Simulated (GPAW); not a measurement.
# Rh (P6_3/mmc) in GPAW: notebook

Runs on Rh. Level: LDA. Tasks: band structure, equation of state.

All numbers are computed with GPAW 26.7.0; they aren't measurements. Logs are shortened: lines on timing, memory, paths and dates and some standing lists are left out, and cuts for length are marked. The log counts tension as positive stress, the text compression.

### 1 The crystal as given

The structure is hexagonal, space group P6_3/mmc (No. 194). Conventional cell: a = 2.731 Å, b = 2.731 Å, c = 4.428 Å, α = 90.00°, β = 90.00°, γ = 120.00°. Rh (site symmetry -6m2) has 12 Rh at 2.72 to 2.73 Å as nearest neighbours.

This isn't the form of Rh at room conditions, which is fcc.

### 2 Band structure, LDA

run.py

```python
from ase import Atoms
from ase.dft.bandgap import bandgap
from ase.io import write
from ase.units import GPa
from gpaw import GPAW, PW

atoms = Atoms(['Rh', 'Rh'],
              cell=[[2.7309790422, 0.0, 0.0],
                    [-1.3654895211, 2.3650972278, 0.0],
                    [0.0, 0.0, 4.428489]],
              scaled_positions=[[0.3333333333, 0.6666666667, 0.25],
                                [0.6666666667, 0.3333333333, 0.75]],
              pbc=True)

calc = GPAW(mode=PW(600),
            xc='LDA',
            kpts={'size': (9, 9, 5), 'gamma': True},
            occupations={'name': 'fermi-dirac', 'width': 0.05},
            nbands=28,
            convergence={'density': 1e-05, 'energy': 1e-05},
            maxiter=150,
            txt='gpaw.txt')
atoms.calc = calc
energy = atoms.get_potential_energy()
forces = atoms.get_forces()
stress = atoms.get_stress()
calc.write('gs.gpw')
write('result.traj', atoms)
print(f'Energy: {energy:.6f} eV')
print('Forces (eV/A):')
print(forces.round(4))
print('Stress (GPa):', (stress / GPa).round(3))
print('Fermi level:', round(calc.get_fermi_level(), 4), 'eV')
print(f'Gap: {bandgap(calc)[0]:.4f} eV, direct: {bandgap(calc, direct=True)[0]:.4f} eV')

path = atoms.cell.bandpath('GMKGALHA,LM,KH', npoints=80, eps=1e-4)
bs_calc = calc.fixed_density(kpts=path, symmetry='off', nbands=39,
                             convergence={'bands': 'CBM+6.0', 'eigenstates': 1e-6}, txt='bands.txt')
bs = bs_calc.band_structure()
bs.write('bs.json')
print(f'Gap on the path: {bandgap(bs_calc)[0]:.4f} eV')
```

Potentials or basis: the program's PAW data sets (release 1.2.1) made for this functional, pw.

Run with:

```bash
$ OMP_NUM_THREADS=1 python run.py
```

gpaw.txt:

```text
__  _  _
 | _ |_)|_||  |
 |__||  | ||/\| - 26.7.0

Input parameters:
  mode=PW(ecut=600.0),
  convergence={'density': 1e-05, 'energy': 1e-05},
  kpts=MonkhorstPack(size=(9, 9, 5), gamma=True),
  maxiter=150,
  nbands=28,
  occupations=Occupations(name='fermi-dirac', width=0.05),
  xc=XC(name='LDA')

Diagonalizing LCAO Hamiltonian
Converting LCAO to pw mode

          Rh

        Rh

Atoms  # Å, Bohr magnetons
|   | symbol |         x |        y |        z |    initial magnetic moments |
|---|--------|-----------|----------|----------|-----------------------------|
| 0 |     Rh | -0.000000 | 1.576731 | 1.107122 | ( 0.0000,  0.0000,  0.0000) |
| 1 |     Rh |  1.365490 | 0.788366 | 3.321367 | ( 0.0000,  0.0000,  0.0000) |

Unit cell  # Å
| periodic |         x |        y |        z |  lengths |     angles |
|----------|-----------|----------|----------|----------|------------|
|      yes |  2.730979 | 0.000000 | 0.000000 | 2.730979 |  90.000000 |
|      yes | -1.365490 | 2.365097 | 0.000000 | 2.730979 |  90.000000 |
|      yes |  0.000000 | 0.000000 | 4.428489 | 4.428489 | 120.000000 |

Number of symmetries: 12
Symmetry operations  # r_c * U_cc + t_c -> r_c
|    | kind |            matrix            |
|----|------|------------------------------|
|  0 |  σ   |  1, 1, 0,  0,-1, 0,  0, 0, 1 |
|  1 |  S6  |  1, 1, 0, -1, 0, 0,  0, 0,-1 |
|  2 |  E   |  1, 0, 0,  0, 1, 0,  0, 0, 1 |
|  3 |  C2  |  1, 0, 0, -1,-1, 0,  0, 0,-1 |
|  4 |  C2  |  0, 1, 0,  1, 0, 0,  0, 0,-1 |
|  5 |  C3  |  0, 1, 0, -1,-1, 0,  0, 0, 1 |
|  6 |  S6  |  0,-1, 0,  1, 1, 0,  0, 0,-1 |
|  7 |  σ   |  0,-1, 0, -1, 0, 0,  0, 0, 1 |
|  8 |  σ   | -1, 0, 0,  1, 1, 0,  0, 0, 1 |
|  9 |  i   | -1, 0, 0,  0,-1, 0,  0, 0,-1 |
| 10 |  C3  | -1,-1, 0,  1, 0, 0,  0, 0, 1 |
| 11 |  C2  | -1,-1, 0,  0, 1, 0,  0, 0,-1 |

BZ-sampling:
  Number of BZ points: 405
  Number of IBZ points: 50

  Monkhorst-Pack size: [9, 9, 5]
  Monkhorst-Pack shift: [0, 0, 0]

K-points  # in reciprocal-cell coordinates
|     |                                coordinates |     weight |
|-----|--------------------------------------------|------------|
|   0 | (  0.00000000,   0.00000000,   0.00000000) | 0.00246914 |
|   1 | (  0.00000000,   0.00000000,   0.20000000) | 0.00493827 |
|   2 | (  0.00000000,   0.00000000,   0.40000000) | 0.00493827 |
|   3 | (  0.11111111,   0.00000000,  -0.40000000) | 0.01481481 |
|   4 | (  0.11111111,   0.00000000,  -0.20000000) | 0.01481481 |
|   5 | (  0.11111111,   0.00000000,   0.00000000) | 0.01481481 |
|   6 | (  0.11111111,   0.00000000,   0.20000000) | 0.01481481 |
|   7 | (  0.11111111,   0.00000000,   0.40000000) | 0.01481481 |
|   8 | (  0.22222222,  -0.11111111,   0.00000000) | 0.01481481 |
|   9 | (  0.22222222,  -0.11111111,   0.20000000) | 0.02962963 |
| ... |                                            |            |
|  49 | (  0.44444444,   0.44444444,   0.40000000) | 0.02962963 |

Plane wave coefficients: 989
Cutoff: 600.0 eV

Spin-components: 1 (collinear spins)
Bands:           28
Projectors:      12
Spin-degeneracy: 2
Datatype:        complex128

Parallelization:
  kpt:    1
  domain: 1
  band:   1

Density:
  Valence electrons: 30.0
  Components: 1
  Grid points: [16 16 27]
  Charge: 0.0  # |e|

Potential:
  Grid points: [16 16 27]

species:
  Rh:
    name:    Rhodium
    Z:       45.0
    valence: 15
    core:    30
    charge:  0.0  # [|e|]
    compensation charges:
      type: gauss
      rc: 0.38  # [Å]
      lmax: 2
    cutoffs:
      filter: 2.48  # [Å]
      core: 2.35  # [Å]
    projectors
    | kind |    occ | energy [eV] | rcut [Å] |
    |------|--------|-------------|----------|
    |   5s |  1.000 |      -4.582 |    1.270 |
    |   4p |  6.000 |     -50.540 |    1.381 |
    |   5p |  0.000 |      -0.969 |    1.381 |
    |   4d |  8.000 |      -6.147 |    1.244 |
    |    s |        |      22.630 |    1.270 |
    |    d |        |      21.064 |    1.244 |

    Using partial waves for Rh as LCAO basis

Reference energy: -260018.260467  # eV

eigensolver:
  PPCG
  Converge bands: occupied
  niter=2

density mixing:
  MSR1-Mixer
  Pratt-step length: 0.05
  Maximum mixing coefficient: 0.75
  Old densities: 10
  SVD Regularization: 0.005
  Good broyden scale: 1.0
  Trust region scale: 1.0
  Backstep threshold: 4.0
  History deletion threshold: 6.0
  Fourier metric: weight=20.0, sigma=0.015

occupation numbers:
  Fermi-Dirac:
    width: 0.0500  # eV

poisson solver:
  ecut: 4800.0  # eV

xc functional:
  name: None

convergence criteria:
- Maximum integral of absolute [dens]ity change: 1e-05 electrons / valence electron
- Maximum [total energy] change in last 3 cyles: 1e-05 eV / valence electron
- Maximum integral of absolute [eigenst]ate change: 4e-08 eV^2 / valence electron
maximum number of iterations: 150

SCF iterations
|iter     | |      energy | eigst |  dens |
|---------|-|-------------|-------|-------|
|iter:   1| |  -18.709778 | +0.14 |       |
|iter:   2| |  -18.395520 | -2.51 | -1.08 |
|iter:   3| |  -17.349271 | -1.77 | -1.14 |
|iter:   4| |  -17.334805 | -3.75 | -2.25 |
|iter:   5| |  -17.329352 | -3.82 | -2.51 |
|iter:   6| |  -17.329370 | -6.35 | -3.66 |
|iter:   7| |  -17.329374c| -6.91 | -3.92 |
|iter:   8| |  -17.329375c| -8.46c| -4.54 |
|iter:   9| |  -17.329375c| -8.02c| -4.99 |
|iter:  10| |  -17.329375c| -8.71c| -5.43c|

Converged in 10 steps
Energy contributions relative to reference atoms: (reference = -260018.260467)

Energy contributions:
  Kinetic:         -15.541395
  Coulomb:           9.489935
  Zero:             -0.302154
  External:          0.000000
  Xc:              -10.962684
  Entropy:          -0.026153
  Spinorbit:         0.000000
  ----------------------------
  Free energy:     -17.342451
  Extrapolated:    -17.329375

dipole moment: (0.000000, 0.000001, 0.000001)  # |e|*Ang

Fermi level: 10.884
Eigenvalues  # (at kpt = [0.000, 0.000, 0.000])
| band index |      eig [eV] | occ [0-2] |
|------------|---------------|-----------|
|          0 |       -36.031 |     2.000 |
|        ... |               |           |
|          7 |         5.006 |     2.000 |
|          8 |         7.944 |     2.000 |
|          9 |         8.051 |     2.000 |
|         10 |         8.051 |     2.000 |
|         11 |         8.538 |     2.000 |
|         12 |         8.538 |     2.000 |
[... 8 lines left out ...]
|         21 |        29.815 |     0.000 |
|         22 |        33.911 |     0.000 |
|        ... |               |           |
|         27 |        36.341 |     0.000 |

No gap
No difference between direct/indirect transitions

Forces  # eV/Ang
|        x |       y |        z |
|----------|---------|----------|
| -0.00000 | 0.00000 | -0.00002 |  # Rh   0
|  0.00000 | 0.00000 |  0.00002 |  # Rh   1

Stress tensor  # eV/Ang^3
|         x |         y |         z |
|-----------|-----------|-----------|
|  0.110984 | -0.000000 |  0.000000 |
| -0.000000 |  0.110984 | -0.000000 |
|  0.000000 | -0.000000 |  0.114225 |

# Writing to gs.gpw (mode='')
```

It took 75 s on 1 thread of Arm Neoverse N1, shared host; peak memory 0.24 GiB.

Results:

```
Free energy             : -17.3425 eV
Pressure                : -18.0 GPa
Band gap along the path : none (metal or under the smearing width)
```

Levels at the corners of the path, in eV from the Fermi level:
```tsv
point	band 11	band 12	band 13	band 14	band 15	band 16	band 17	band 18
Γ	-2.83	-2.35	-2.35	-1.77	-1.77	0.16	0.16	0.73
M	-2.54	-2.11	-2.00	0.45	0.61	0.73	2.93	4.93
K	-3.08	-3.08	-1.68	-0.07	-0.07	0.18	6.12	6.32
Γ	-2.83	-2.35	-2.35	-1.77	-1.77	0.16	0.16	0.73
A	-2.93	-2.93	-2.93	-2.93	-0.39	-0.39	-0.39	-0.39
L	-1.55	-1.55	-0.26	-0.26	0.62	0.62	2.60	2.60
H	-2.93	-2.93	-1.73	-1.73	0.22	0.22	7.29	7.29
A	-2.93	-2.93	-2.93	-2.93	-0.39	-0.39	-0.39	-0.39
L	-1.55	-1.55	-0.26	-0.26	0.62	0.62	2.60	2.60
M	-2.54	-2.11	-2.00	0.45	0.61	0.73	2.93	4.93
K	-3.08	-3.08	-1.68	-0.07	-0.07	0.18	6.12	6.32
H	-2.93	-2.93	-1.73	-1.73	0.22	0.22	7.29	7.29
```

### 3 Equation of state, LDA

run.py

```python
from ase import Atoms
from ase.eos import EquationOfState
from ase.io import Trajectory
from ase.units import GPa
from gpaw import GPAW, PW

atoms = Atoms(['Rh', 'Rh'],
              cell=[[2.7309790422, 0.0, 0.0],
                    [-1.3654895211, 2.3650972278, 0.0],
                    [0.0, 0.0, 4.428489]],
              scaled_positions=[[0.3333333333, 0.6666666667, 0.25],
                                [0.6666666667, 0.3333333333, 0.75]],
              pbc=True)

traj = Trajectory('eos.traj', 'w')
volumes, energies = [], []
for x in [0.94, 0.96, 0.98, 1.0, 1.02, 1.04, 1.06]:
    a = atoms.copy()
    a.set_cell(atoms.cell * x**(1 / 3), scale_atoms=True)
    calc = GPAW(mode=PW(600),
                xc='LDA',
                kpts={'size': (9, 9, 5), 'gamma': True},
                occupations={'name': 'fermi-dirac', 'width': 0.05},
                nbands=28,
                convergence={'density': 1e-05, 'energy': 1e-05},
                maxiter=150,
                txt=f'eos-{x:.2f}.txt')
    a.calc = calc
    energies.append(a.get_potential_energy(force_consistent=True))
    volumes.append(a.get_volume())
    p = -a.get_stress()[:3].mean() / GPa
    calc.write(f'eos-{x:.2f}.gpw')
    traj.write(a)
    print(f'{x:.2f} {volumes[-1]:10.4f} A^3 {energies[-1]:14.6f} eV {p:9.3f} GPa', flush=True)

v0, e0, B = EquationOfState(volumes, energies, eos='birchmurnaghan').fit()
print(f'V0 = {v0:.4f} A^3, E0 = {e0:.6f} eV, B0 = {B / GPa:.2f} GPa')
```

Potentials or basis: the program's PAW data sets (release 1.2.1) made for this functional, pw.

Run with:

```bash
$ OMP_NUM_THREADS=1 python run.py
```

Run time: 4 min. Hardware: 1 thread of Arm Neoverse N1, shared host; peak memory 0.25 GiB.

The run converged. Its results:

| Property | Result |
| --- | --- |
| Equilibrium volume | 13.35 Å³/atom (rough: see the caveat) |
| Bulk modulus at fixed shape and positions | 310 GPa (rough) |

Energy against volume, from the lowest point:
```csv
volume (Å³/atom),energy (meV/atom)
13.444,0.00
13.730,9.38
14.016,28.68
14.302,56.68
14.588,92.27
14.874,134.49
15.160,182.47
```

Caveat: the minimum lies outside the volumes run; the cell was scaled at fixed shape and fractional positions, which overstates the stiffness of a crystal with free parameters, most of all of layers and chains.
